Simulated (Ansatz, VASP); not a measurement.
## Cu in VASP and in Ansatz

```xyz
1
Lattice="0.0000 1.7712 1.7712 1.7712 0.0000 1.7712 1.7712 1.7712 0.0000" Properties=species:S:1:pos:R:3 pbc="T T T"
Cu    0.0000    0.0000    0.0000
```

Alike in both runs: functional r2SCAN; k mesh 20 × 20 × 20; occupations gaussian, width 0.1 eV; no spin polarisation.

Ansatz relaxed the structure, and its values are those at the end. VASP's run is a single point on that final structure, the one shown.

|  | VASP | Ansatz |
| --- | --- | --- |
| version | VASP 6.6.1 | Ansatz 0.2.0 |
| potentials or method | VASP PAW PBE potentials, release 64 (Cu) | scalar-relativistic, plane waves, PAW |
| plane-wave cutoff (eV) | 520 | 500 |
| valence electrons in the cell | 11 | 19 |

Ansatz gave:

```
gap on the k mesh at the Fermi level (eV) : none
pressure (GPa)                            : 5.1
```

Task: Estimate VASP's values.

Result: gap on the k mesh at the Fermi level (eV): none; pressure (GPa): 5.7.

A gap of «none» marks a metal or a gap that the smearing closes. The two sets of potentials don't hold the same shells in valence.

Caveats: the PAW data sets were made with another functional, which shifts forces and pressure a little (VASP).
